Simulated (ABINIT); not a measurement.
The system is AgBr.

```
Ag Br
1.0
     0.00000    2.87015    2.87015
     2.87015    0.00000    2.87015
     2.87015    2.87015    0.00000
Ag Br
1 1
Direct
  0.00000 0.00000 0.00000
  0.50000 0.50000 0.50000
```

Program: ABINIT 10.8.3 (patched build). Alike in all runs: task band structure; potentials or basis JTH PAW PBE v2.0; cell as given; k mesh 8 × 8 × 8; cutoff (eV) 463; smearing fermi-dirac 0.05 eV.

Question: Order these runs on this cell by their band gap on the k mesh, lowest first.
A. level WC; spin off
B. level RPBE; spin off
C. level BLYP; spin SOC, no magnetisation

Answer: A (0.48 eV), C (0.63 eV), B (0.83 eV).

Runs at the PBE level aren't shown here.
